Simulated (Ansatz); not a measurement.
(001) slab cut from the bulk of Ge, 15 Å of vacuum:

```yaml
crystal:
  lattice:
    - [4.05816, 0.00000, 0.00000]
    - [-2.02908, 3.51447, 0.00000]
    - [0.00000, 0.00000, 22.53299]
  atoms:
    - { symbol: Ge, position: [0.33333, 0.66667, 0.33285] }
    - { symbol: Ge, position: [0.66667, 0.33333, 0.37014] }
    - { symbol: Ge, position: [0.66667, 0.33333, 0.48135] }
    - { symbol: Ge, position: [0.33333, 0.66667, 0.51865] }
    - { symbol: Ge, position: [0.33333, 0.66667, 0.62986] }
    - { symbol: Ge, position: [0.66667, 0.33333, 0.66715] }
```

Theory: Ansatz 0.2.0, DFT PBE, scalar-relativistic, plane waves, PAW. Plane waves to 420 eV, a k mesh through Γ of 9×9×1 on the computed 6-atom cell and Gaussian smearing (0.10 eV); no spin polarisation. The cell repeats along c with a dipole correction in the vacuum.

This base run converges in 9 iterations with a largest force of 0.308 eV/Å and a work function of 4.56 eV on the top face.

One setting at a time is then changed, some of them on purpose to poor values; changes count from the base run, energies are extrapolated to zero smearing, γ keeps the base's bulk energy, atoms stay where they are, a change of functional drops any dispersion correction, and risky runs are capped at 50 to 100 iterations.

Q: What happens with n_extra_bands = 1?

A: It converges in 9 iterations; ΔE (meV/atom) 0.0, Δγ (J/m²) 0.000, Δφ top (eV) 0.00, largest force (eV/Å) 0.308, largest change of a force (eV/Å) 0.000.

Q: What happens with functional r2SCAN (500 eV)?

A: It converges in 9 iterations; Δφ top (eV) +0.17, largest force (eV/Å) 0.409, largest change of a force (eV/Å) 0.276.

Q: What happens with the slab thickened to 10 atoms (same faces, atoms at the bulk's places)?

A: It converges in 10 iterations; ΔE (meV/atom) -106.1, Δγ (J/m²) +0.087, Δφ top (eV) +0.12, largest force (eV/Å) 0.209.

Q: What happens with vacuum of 22 Å?

A: It converges in 9 iterations; ΔE (meV/atom) 0.0, Δγ (J/m²) 0.000, Δφ top (eV) 0.00, largest force (eV/Å) 0.308, largest change of a force (eV/Å) 0.000.

Q: What happens with field of -0.3 V/Å along c?

A: It converges in 11 iterations; ΔE (meV/atom) -6.3, largest force (eV/Å) 0.346, largest change of a force (eV/Å) 0.040.

The reference crystal is a form of Ge, which isn't its usual structure.

Cost: 10 runs of about 8.1 core-minutes in all, on Intel Xeon Processor @ 2.50GHz (Skylake/Cascade Lake) (shared hosts).